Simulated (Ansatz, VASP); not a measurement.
One calculation of BN, two programs

```
CELL_PARAMETERS angstrom
0.00000 1.81500 1.81500
1.81500 0.00000 1.81500
1.81500 1.81500 0.00000
ATOMIC_POSITIONS crystal
B 0.00954 0.00954 0.00954
N 0.25000 0.25000 0.25000
```

Alike in both runs: task single point; functional HSE06; k mesh 4 × 4 × 4; occupations fermi-dirac, width 0.05 eV; no spin polarisation.

|  | VASP | Ansatz |
| --- | --- | --- |
| version | VASP 6.6.1 | Ansatz 0.2.0 development build |
| potentials or method | VASP PAW PBE potentials, release 64 (B, N) | plane waves, PAW datasets (generated soft set 1) |
| plane-wave cutoff (eV) | 520 | 560 |
| valence electrons in the cell | 8 | 8 |

```tsv
	VASP	Ansatz	Ansatz less VASP
gap on the k mesh at the Fermi level (eV)	5.42	5.41	-0.006
rms of the force components (eV/Å)	0.979	0.971	-0.0077
```

Atom by atom the forces differ by 0.008 eV/Å (rms over components). The functional is the same, so the differences come from potentials, cutoffs and numerics. Ansatz warned: «stress_exchange_threshold_loose».

Caveats: the k mesh is coarse (spacing up to 0.75 Å⁻¹), so the values aren't converged, least of all with exact exchange; the PAW data sets were made with another functional, which shifts forces and pressure a little (VASP). A k mesh can miss the band edges.
